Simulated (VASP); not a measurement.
A run of VASP 6.6.1 is set up as follows.

The input INCAR:

```
PREC = Accurate ; ENCUT = 600
EDIFF = 1E-7 ; ISMEAR = 0
SIGMA = 0.03 ; LREAL = False
LASPH = True ; NELM = 80
ALGO = Normal ; ISIF = 3
LWAVE = False ; LCHARG = False
GGA = MK ; LUSE_VDW = True
AGGAC = 0.0 ; PARAM1 = 0.1234
PARAM2 = 0.711357 ; ZAB_VDW = -1.8867
IBRION = 2 ; NSW = 90
EDIFFG = -0.005 ; KPAR = 2
```

File KPOINTS:

```
Automatic mesh
0
Gamma
  6 6 6
```

POSCAR

```
SiSe2                                   
1.0
   -2.9981393851      4.7133826762      2.9513519347
    2.9981393851     -4.7133826762      2.9513519347
    2.9981393851      4.7133826762     -2.9513519347
  Si              Se            
     2     4
Direct
     0.7500000000000000    0.7500000000000000    1.0000000000000000
     0.2500000000000000    0.2500000000000000    1.0000000000000000
     0.1266255897238010    0.2188628211564018    0.3454884108802099
     0.8733744102761991    0.7811371788435982    0.6545115891197899
     0.3733744102761990    0.7188628211564018    0.0922372414326016
     0.6266255897238009    0.2811371788435982    0.9077627585673983
```

Potentials or basis: VASP PAW PBE potentials, release 64 (Si, Se).

Run with:

```bash
$ cat potpaw_PBE.64/Si/POTCAR potpaw_PBE.64/Se/POTCAR > POTCAR
$ mpirun -np 2 vasp_std > vasp.out
```

Task: Predict the relaxed volume.

Result: 27.80 Å³/atom.

Task: Predict the band gap on the k mesh.

Result: 1.46 eV, indirect (least direct gap 1.66 eV).

Final structure:
```cif
data_structure
_symmetry_space_group_name_H-M 'P 1'
_symmetry_Int_Tables_number 1
_cell_length_a 6.3176
_cell_length_b 6.3176
_cell_length_c 6.3176
_cell_angle_alpha 123.334
_cell_angle_beta 83.492
_cell_angle_gamma 124.321
_cell_volume 166.78
loop_
_atom_site_label
_atom_site_type_symbol
_atom_site_fract_x
_atom_site_fract_y
_atom_site_fract_z
_atom_site_occupancy
Si1 Si 0.75000 0.75000 0.00000 1
Si2 Si 0.25000 0.25000 0.00000 1
Se1 Se 0.12663 0.21890 0.34552 1
Se2 Se 0.87337 0.78110 0.65448 1
Se3 Se 0.37338 0.71890 0.09227 1
Se4 Se 0.62663 0.28110 0.90773 1
```

Caveat: the PAW data sets were made with another functional, which shifts forces and pressure a little. A k mesh can miss the band edges.
